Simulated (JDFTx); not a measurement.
# GaN (P6_3mc) in JDFTx: equation of state

How stiff is GaN in PBEsol, and what volume does it want? The cell is scaled to several volumes.

Everything below comes from runs of JDFTx 1.7.0 (patched build). Logs are shortened: lines on timing, memory, paths and dates and some standing lists are left out, and cuts for length are marked. The log counts tension as positive stress, the text compression.

**1. The crystal as given**

The structure is hexagonal, space group P6_3mc (No. 186). The conventional cell has a = 3.180 Å, b = 3.180 Å, c = 5.166 Å, α = 90.00°, β = 90.00°, γ = 120.00°. Ga (site symmetry 3m) has 4 N at 1.94 to 1.95 Å as nearest neighbours. Around N (site symmetry 3m) lie 4 Ga at 1.94 to 1.95 Å.

**2. Equation of state, PBEsol, 10.63 Å³/atom (volume scaled by 0.94)**

GaN.in reads:

```
lattice \
    5.8866552858    -2.9433276430     0.0000000000 \
    0.0000000000     5.0979930209     0.0000000000 \
    0.0000000000     0.0000000000     9.5630381153
coords-type Lattice
ion Ga     0.6666666667     0.3333333333     0.5000000000 1
ion Ga     0.3333333333     0.6666666667     0.0000000000 1
ion N      0.6666666667     0.3333333333     0.8750000000 1
ion N      0.3333333333     0.6666666667     0.3750000000 1

ion-species pseudo/Ga.upf
ion-species pseudo/N.upf
elec-cutoff 42 336
elec-ex-corr gga-PBEsol
kpoint-folding 10 10 5
elec-smearing Fermi 0.0018374661
elec-n-bands 25
electronic-SCF nIterations 100 energyDiffThreshold 1e-09
electronic-minimize nIterations 30 energyDiffThreshold 1e-7
forces-output-coords Cartesian

dump-name run.$VAR
dump End Ecomponents EigStats BandEigs Kpoints Forces Stress ElecDensity Dtot KEdensity
```

Potentials or basis: PseudoDojo-SR-PBEsol-0.4.1-standard with smoothed tails.

Command:

```sh
$ jdftx -c 1 -i GaN.in -o GaN.out
```

Output:

```text
*************** JDFTx 1.7.0 (patched build) ***************

Input parsed successfully to the following command list (including defaults):
[... the input with its defaults ...]

---------- Setting up symmetries ----------

Found 24 point-group symmetries of the bravais lattice
Found 12 space-group symmetries with basis
Applied RMS atom displacement 3.39866e-10 bohrs to make symmetries exact.

---------- Initializing the Grid ----------
R =
[      5.88666     -2.94333            0  ]
[            0      5.09799            0  ]
[            0            0      9.56304  ]
unit cell volume = 286.988
G =
[    1.06736   0.616241         -0  ]
[          0    1.23248          0  ]
[          0         -0   0.657028  ]
Minimum fftbox size, Smin = [  52  52  80  ]
Chosen fftbox size, S = [  54  54  80  ]

---------- Initializing tighter grid for wavefunction operations ----------
R =
[      5.88666     -2.94333            0  ]
[            0      5.09799            0  ]
[            0            0      9.56304  ]
unit cell volume = 286.988
G =
[    1.06736   0.616241         -0  ]
[          0    1.23248          0  ]
[          0         -0   0.657028  ]
Minimum fftbox size, Smin = [  36  36  56  ]
Chosen fftbox size, S = [  36  36  56  ]

---------- Exchange Correlation functional ----------
Initalized PBEsol GGA exchange.
Initalized PBEsol GGA correlation.

---------- Setting up pseudopotentials ----------
Width of ionic core gaussian charges (only for fluid interactions / plotting) set to 0

Reading pseudopotential file 'pseudo/Ga.upf':
  'Ga' pseudopotential, 'PBESOL' functional
  Generated using ONCVPSP code by D. R. Hamann
  13 valence electrons, 3 orbitals, 6 projectors, 1001 radial grid points, with lMax = 2
    3D    l: 2   occupation: 10.0   eigenvalue: -0.704192
    4S    l: 0   occupation:  2.0   eigenvalue: -0.329374
    4P    l: 1   occupation:  1.0   eigenvalue: -0.094479
  Core radius for overlap checks: 1.84 bohrs.

Reading pseudopotential file 'pseudo/N.upf':
  'N' pseudopotential, 'PBESOL' functional
  Generated using ONCVPSP code by D. R. Hamann
  5 valence electrons, 2 orbitals, 4 projectors, 1001 radial grid points, with lMax = 1
    2S    l: 0   occupation:  2.0   eigenvalue: -0.678237
    2P    l: 1   occupation:  3.0   eigenvalue: -0.258576
  Core radius for overlap checks: 1.31 bohrs.

Initialized 2 species with 4 total atoms.

Folded 1 k-points by 10x10x5 to 500 k-points.

---------- Setting up k-points, bands, fillings ----------
Adding inversion symmetry to k-mesh for non-inversion-symmetric unit cell.
Reduced to 42 k-points under symmetry.
Computing the number of bands and number of electrons
Calculating initial fillings.
nElectrons:  36.000000   nBands: 25   nStates: 42

----- Setting up reduced wavefunction bases (one per k-point) -----
average nbasis = 3731.606 , ideal nbasis = 3731.055

---------- Setting up ewald sum ----------
Optimum gaussian width for ewald sums = 2.088597 bohr.
Real space sum over 1089 unit cells with max indices [  5  5  4  ]
Reciprocal space sum over 2873 terms with max indices [  6  6  8  ]

---------- Allocating electronic variables ----------
Initializing wave functions:  linear combination of atomic orbitals
Ga pseudo-atom occupations:   s ( 2 )  p ( 1 )  d ( 10 )
N pseudo-atom occupations:   s ( 2 )  p ( 3 )
	FillingsUpdate:  mu: +0.638193486  nElectrons: 36.000000
LCAOMinimize: Iter:   0  F: -153.9441543273516118  |grad|_K:  6.189e-03  alpha:  1.000e+00
	FillingsUpdate:  mu: +0.507682197  nElectrons: 36.000000
LCAOMinimize: Iter:   1  F: -154.1873942814553402  |grad|_K:  3.758e-04  alpha:  3.735e-01  linmin: -3.579e-01  cgtest:  9.394e-01
LCAOMinimize: Encountered beta<0, resetting CG.
[... 5 lines of inner loops ...]
LCAOMinimize: Iter:   4  F: -154.1882329287767277  |grad|_K:  3.241e-07  alpha:  4.167e-01  linmin: -8.239e-05  cgtest:  3.213e-03
	FillingsUpdate:  mu: +0.500047596  nElectrons: 36.000000
LCAOMinimize: Iter:   5  F: -154.1882329300496792  |grad|_K:  3.314e-08  alpha:  7.922e-01  linmin:  4.740e-04  cgtest: -4.091e-03
LCAOMinimize: Converged (|Delta F|<1.000000e-06 for 2 iters).

-------- Electronic minimization -----------
Will mix electronic density at each iteration.
	FillingsUpdate:  mu: +0.500047596  nElectrons: 36.000000
	FillingsUpdate:  mu: +0.481520662  nElectrons: 36.000000
SCF: Cycle:  0   F: -154.284085583726295   dF: -9.585e-02   |Residual|: 8.656e-02   |deigs|: 3.849e-02
	FillingsUpdate:  mu: +0.473953405  nElectrons: 36.000000
SCF: Cycle:  1   F: -154.288810533770146   dF: -4.725e-03   |Residual|: 3.400e-02   |deigs|: 6.164e-03
	FillingsUpdate:  mu: +0.474047587  nElectrons: 36.000000
SCF: Cycle:  2   F: -154.289010668832276   dF: -2.001e-04   |Residual|: 1.210e-02   |deigs|: 1.604e-03
	FillingsUpdate:  mu: +0.474792826  nElectrons: 36.000000
SCF: Cycle:  3   F: -154.289035495398849   dF: -2.483e-05   |Residual|: 2.255e-03   |deigs|: 6.807e-04
	FillingsUpdate:  mu: +0.474940874  nElectrons: 36.000000
SCF: Cycle:  4   F: -154.289038447389970   dF: -2.952e-06   |Residual|: 4.818e-04   |deigs|: 5.693e-04
	FillingsUpdate:  mu: +0.475018259  nElectrons: 36.000000
SCF: Cycle:  5   F: -154.289039151195681   dF: -7.038e-07   |Residual|: 2.221e-04   |deigs|: 1.533e-04
	FillingsUpdate:  mu: +0.475033039  nElectrons: 36.000000
SCF: Cycle:  6   F: -154.289039335103126   dF: -1.839e-07   |Residual|: 5.329e-05   |deigs|: 1.165e-04
	FillingsUpdate:  mu: +0.475024103  nElectrons: 36.000000
SCF: Cycle:  7   F: -154.289039403830770   dF: -6.873e-08   |Residual|: 2.213e-05   |deigs|: 1.903e-04
	FillingsUpdate:  mu: +0.475024278  nElectrons: 36.000000
SCF: Cycle:  8   F: -154.289039425977791   dF: -2.215e-08   |Residual|: 9.639e-06   |deigs|: 1.630e-04
	FillingsUpdate:  mu: +0.475024787  nElectrons: 36.000000
SCF: Cycle:  9   F: -154.289039436668190   dF: -1.069e-08   |Residual|: 6.613e-06   |deigs|: 1.205e-04
	FillingsUpdate:  mu: +0.475025189  nElectrons: 36.000000
SCF: Cycle: 10   F: -154.289039439748734   dF: -3.081e-09   |Residual|: 2.172e-06   |deigs|: 7.535e-05
	FillingsUpdate:  mu: +0.475025072  nElectrons: 36.000000
SCF: Cycle: 11   F: -154.289039441203755   dF: -1.455e-09   |Residual|: 1.080e-06   |deigs|: 1.629e-04
	FillingsUpdate:  mu: +0.475024904  nElectrons: 36.000000
SCF: Cycle: 12   F: -154.289039441612204   dF: -4.084e-10   |Residual|: 4.323e-07   |deigs|: 1.485e-04
	FillingsUpdate:  mu: +0.475024934  nElectrons: 36.000000
SCF: Cycle: 13   F: -154.289039441808484   dF: -1.963e-10   |Residual|: 4.965e-07   |deigs|: 8.791e-05
SCF: Converged (|Delta E|<1.000000e-09 for 2 iters).

Setting wave functions to eigenvectors of Hamiltonian

# Stress tensor in Cartesian coordinates [Eh/a0^3]:
[ -0.000476692            0            0  ]
[            0 -0.000476692            0  ]
[            0            0 -0.000568406  ]

# Ionic positions in lattice coordinates:
ion Ga   0.666666666666667   0.333333333333333   0.500000000000000 1
ion Ga   0.333333333333333   0.666666666666667   0.000000000000000 1
ion N   0.666666666666667   0.333333333333333   0.875000000000000 1
ion N   0.333333333333333   0.666666666666667   0.375000000000000 1

# Forces in Cartesian coordinates:
force Ga   0.000000000000000   0.000000000000000  -0.002919982359294 1
force Ga   0.000000000000000  -0.000000000000000  -0.002919982359294 1
force N  -0.000000000000000   0.000000000000000   0.002920361407461 1
force N   0.000000000000000  -0.000000000000000   0.002920361407461 1

# Energy components:
   Eewald =     -119.4417449803079307
       EH =       42.2620629102336878
     Eloc =     -110.2994510356019475
      Enl =      -78.6094757335346230
      Exc =      -47.6996455979873417
 Exc_core =       19.1672635323770173
       KE =      140.3319514630126434
-------------------------------------
     Etot =     -154.2890394418084554
       TS =        0.0000000000000383
-------------------------------------
        F =     -154.2890394418084838

IonicMinimize: Iter:   0  F: -154.289039441808484  |grad|_K:  1.686e-03
IonicMinimize: None of the convergence criteria satisfied after 0 iterations.

#--- Lowdin population analysis ---
# oxidation-state Ga +0.832 +0.832
# oxidation-state N -0.802 -0.802

Dumping 'run.eigStats' ...
	eMin: -0.179684 at state 0 ( [ +0.000000 +0.000000 +0.000000 ] spin 0 )
	HOMO: +0.430285 at state 0 ( [ +0.000000 +0.000000 +0.000000 ] spin 0 )
	mu  : +0.475025
	LUMO: +0.517279 at state 0 ( [ +0.000000 +0.000000 +0.000000 ] spin 0 )
	eMax: +0.924707 at state 36 ( [ +0.200000 +0.400000 +0.000000 ] spin 0 )
	HOMO-LUMO gap: +0.086995
	Optical gap  : +0.086995 at state 0 ( [ +0.000000 +0.000000 +0.000000 ] spin 0 )
Done!
[note: mu as printed may lie anywhere between the filled and the empty levels]
```

It took 2.8 min on 1 thread of Arm Neoverse V1, shared host; peak memory 0.25 GiB.

What came out:

* Free energy: -4198.4186 eV
* Pressure: 14.9 GPa
* Largest force: 0.150 eV/Å
* Band gap on the k mesh: 2.37 eV, direct
* Loewdin charges: Ga +0.83; N -0.80 e

**3. Equation of state, PBEsol, 10.86 Å³/atom (volume scaled by 0.96)**

Edit GaN.in of step 2 so:

```diff
@@ -1,5 +1,5 @@
 lattice \
-    5.8866552858    -2.9433276430     0.0000000000 \
-    0.0000000000     5.0979930209     0.0000000000 \
-    0.0000000000     0.0000000000     9.5630381153
+    5.9281119706    -2.9640559854     0.0000000000 \
+    0.0000000000     5.1338955630     0.0000000000 \
+    0.0000000000     0.0000000000     9.6303856731
 coords-type Lattice
@@ -22,2 +22,2 @@
 dump-name run.$VAR
-dump End Ecomponents EigStats BandEigs Kpoints Forces Stress ElecDensity Dtot KEdensity
+dump End Ecomponents EigStats BandEigs Kpoints Forces Stress
```

Potentials or basis: PseudoDojo-SR-PBEsol-0.4.1-standard with smoothed tails.

Command:

```sh
$ jdftx -c 1 -i GaN.in -o GaN.out
```

Run time: 2.9 min. Hardware: 1 thread of Arm Neoverse V1, shared host; peak memory 0.25 GiB.

The run converged. Its results:

| Quantity | Value |
| --- | --- |
| Free energy | -4198.4885 eV |
| Pressure | 9.9 GPa |
| Largest force | 0.144 eV/Å |
| Band gap on the k mesh | 2.22 eV, direct |
| Loewdin charges | Ga +0.82; N -0.80 e |

**4. Equation of state, PBEsol, 11.08 Å³/atom (volume scaled by 0.98)**

Edit GaN.in of step 3 so:

```diff
@@ -1,5 +1,5 @@
 lattice \
-    5.9281119706    -2.9640559854     0.0000000000 \
-    0.0000000000     5.1338955630     0.0000000000 \
-    0.0000000000     0.0000000000     9.6303856731
+    5.9689967934    -2.9844983967     0.0000000000 \
+    0.0000000000     5.1693028582     0.0000000000 \
+    0.0000000000     0.0000000000     9.6968042249
 coords-type Lattice
```

Potentials or basis: PseudoDojo-SR-PBEsol-0.4.1-standard with smoothed tails.

Command:

```sh
$ jdftx -c 1 -i GaN.in -o GaN.out
```

Output:

```text
*************** JDFTx 1.7.0 (patched build) ***************

Input parsed successfully to the following command list (including defaults):
[... the input with its defaults ...]

---------- Setting up symmetries ----------

Found 24 point-group symmetries of the bravais lattice
Found 12 space-group symmetries with basis
Applied RMS atom displacement 3.4462e-10 bohrs to make symmetries exact.

---------- Initializing the Grid ----------
R =
[        5.969      -2.9845            0  ]
[            0       5.1693            0  ]
[            0            0       9.6968  ]
unit cell volume = 299.2
G =
[    1.05264    0.60774         -0  ]
[          0    1.21548          0  ]
[          0         -0   0.647965  ]
Minimum fftbox size, Smin = [  52  52  84  ]
Chosen fftbox size, S = [  54  54  84  ]

---------- Initializing tighter grid for wavefunction operations ----------
R =
[        5.969      -2.9845            0  ]
[            0       5.1693            0  ]
[            0            0       9.6968  ]
[... 107 lines left out ...]
ion Ga   0.666666666666667   0.333333333333333   0.500000000000000 1
ion Ga   0.333333333333333   0.666666666666667   0.000000000000000 1
ion N   0.666666666666667   0.333333333333333   0.875000000000000 1
ion N   0.333333333333333   0.666666666666667   0.375000000000000 1

# Forces in Cartesian coordinates:
force Ga  -0.000000000000000  -0.000000000000000  -0.002691536974296 1
force Ga  -0.000000000000000  -0.000000000000000  -0.002691536974296 1
force N   0.000000000000000  -0.000000000000000   0.002691741489015 1
force N   0.000000000000000   0.000000000000000   0.002691741489015 1

# Energy components:
   Eewald =     -117.7940621801217844
       EH =       43.0739248337505671
     Eloc =     -112.6604841479566232
      Enl =      -78.6075986881269273
      Exc =      -47.6379430435515729
 Exc_core =       19.1672636453392755
       KE =      140.1657216529940797
-------------------------------------
     Etot =     -154.2931779276729571
       TS =        0.0000000000005868
-------------------------------------
        F =     -154.2931779276735540

IonicMinimize: Iter:   0  F: -154.293177927673554  |grad|_K:  1.554e-03
IonicMinimize: None of the convergence criteria satisfied after 0 iterations.

#--- Lowdin population analysis ---
# oxidation-state Ga +0.818 +0.818
# oxidation-state N -0.787 -0.787

Dumping 'run.eigStats' ...
	eMin: -0.191771 at state 0 ( [ +0.000000 +0.000000 +0.000000 ] spin 0 )
	HOMO: +0.404270 at state 0 ( [ +0.000000 +0.000000 +0.000000 ] spin 0 )
	mu  : +0.443881
	LUMO: +0.480900 at state 0 ( [ +0.000000 +0.000000 +0.000000 ] spin 0 )
	eMax: +0.896675 at state 15 ( [ +0.000000 +0.500000 +0.000000 ] spin 0 )
	HOMO-LUMO gap: +0.076630
	Optical gap  : +0.076630 at state 0 ( [ +0.000000 +0.000000 +0.000000 ] spin 0 )
Done!
[note: mu as printed may lie anywhere between the filled and the empty levels]
```

Run time: 3 min. Hardware: 1 thread of Arm Neoverse V1, shared host; peak memory 0.25 GiB.

What came out:

| Item | Value |
| --- | --- |
| Free energy | -4198.5313 eV |
| Pressure | 5.3 GPa |
| Largest force | 0.138 eV/Å |
| Band gap on the k mesh | 2.09 eV, direct |
| Loewdin charges | Ga +0.82; N -0.79 e |

**5. Equation of state, PBEsol, 11.31 Å³/atom**

Edit GaN.in of step 4 so:

```diff
@@ -1,5 +1,5 @@
 lattice \
-    5.9689967934    -2.9844983967     0.0000000000 \
-    0.0000000000     5.1693028582     0.0000000000 \
-    0.0000000000     0.0000000000     9.6968042249
+    6.0093290763    -3.0046645382     0.0000000000 \
+    0.0000000000     5.2042316397     0.0000000000 \
+    0.0000000000     0.0000000000     9.7623251598
 coords-type Lattice
```

Command:

```sh
$ jdftx -c 1 -i GaN.in -o GaN.out
```

It took 2.9 min on 1 thread of Arm Neoverse V1, shared host; peak memory 0.26 GiB.

Results (log left out):

```yaml
Free_energy: -4198.5497 eV
Pressure: 1.2 GPa
Largest_force: 0.133 eV/Å
Band_gap_on_the_k_mesh: 1.95 eV, direct
Loewdin_charges: Ga +0.81; N -0.78 e
```

**6. Equation of state, PBEsol, 11.54 Å³/atom (volume scaled by 1.02)**

Edit GaN.in of step 5 so:

```diff
@@ -1,5 +1,5 @@
 lattice \
-    6.0093290763    -3.0046645382     0.0000000000 \
-    0.0000000000     5.2042316397     0.0000000000 \
-    0.0000000000     0.0000000000     9.7623251598
+    6.0491271174    -3.0245635587     0.0000000000 \
+    0.0000000000     5.2386977543     0.0000000000 \
+    0.0000000000     0.0000000000     9.8269782040
 coords-type Lattice
```

Potentials or basis: PseudoDojo-SR-PBEsol-0.4.1-standard with smoothed tails.

Command:

```sh
$ jdftx -c 1 -i GaN.in -o GaN.out
```

Run time: 2.9 min. Hardware: 1 thread of Arm Neoverse V1, shared host; peak memory 0.26 GiB.

It converged, with:

```yaml
Free_energy: -4198.5462 eV
Pressure: -2.4 GPa
Largest_force: 0.128 eV/Å
Band_gap_on_the_k_mesh: 1.82 eV, direct
Loewdin_charges: Ga +0.80; N -0.77 e
```

**7. Equation of state, PBEsol, 11.76 Å³/atom (volume scaled by 1.04)**

Edit GaN.in of step 6 so:

```diff
@@ -1,5 +1,5 @@
 lattice \
-    6.0491271174    -3.0245635587     0.0000000000 \
-    0.0000000000     5.2386977543     0.0000000000 \
-    0.0000000000     0.0000000000     9.8269782040
+    6.0884082642    -3.0442041322     0.0000000000 \
+    0.0000000000     5.2727162255     0.0000000000 \
+    0.0000000000     0.0000000000     9.8907915388
 coords-type Lattice
```

Command:

```sh
$ jdftx -c 1 -i GaN.in -o GaN.out
```

It took 2.9 min on 1 thread of Arm Neoverse V1, shared host; peak memory 0.26 GiB.

It converged, with:

| Quantity | Value |
| --- | --- |
| Free energy | -4198.5230 eV |
| Pressure | -5.7 GPa |
| Largest force | 0.122 eV/Å |
| Band gap on the k mesh | 1.68 eV, direct |
| Loewdin charges | Ga +0.80; N -0.77 e |

**8. Equation of state, PBEsol, 11.99 Å³/atom (volume scaled by 1.06)**

Edit GaN.in of step 7 so:

```diff
@@ -1,5 +1,5 @@
 lattice \
-    6.0884082642    -3.0442041322     0.0000000000 \
-    0.0000000000     5.2727162255     0.0000000000 \
-    0.0000000000     0.0000000000     9.8907915388
+    6.1271889804    -3.0635944903     0.0000000000 \
+    0.0000000000     5.3063013107     0.0000000000 \
+    0.0000000000     0.0000000000     9.9537919095
 coords-type Lattice
```

Command:

```sh
$ jdftx -c 1 -i GaN.in -o GaN.out
```

Wall time 3 min (1 thread of Arm Neoverse V1, shared host); peak memory 0.28 GiB.

The run converged. Its results:

```yaml
Free_energy: -4198.4822 eV
Pressure: -8.7 GPa
Largest_force: 0.118 eV/Å
Band_gap_on_the_k_mesh: 1.56 eV, direct
Loewdin_charges: Ga +0.79; N -0.76 e
```

**9. Equation of state, PBEsol**

Potentials or basis: PseudoDojo-SR-PBEsol-0.4.1-standard with smoothed tails.

This step only gathers the single runs of the series.

Results:

| Property | Result |
| --- | --- |
| Equilibrium volume | 11.38 Å³/atom |
| Bulk modulus at fixed shape and positions | 188 GPa |
| Pressure derivative of the bulk modulus | 4.4 |

Energy against volume, from the lowest point:
| volume (Å³/atom) | energy (meV/atom) |
| --- | --- |
| 10.632 | 32.75 |
| 10.858 | 15.29 |
| 11.084 | 4.60 |
| 11.310 | 0.00 |
| 11.537 | 0.87 |
| 11.763 | 6.66 |
| 11.989 | 16.86 |

Caveat: the cell was scaled at fixed shape and fractional positions, which overstates the stiffness of a crystal with free parameters, most of all of layers and chains.
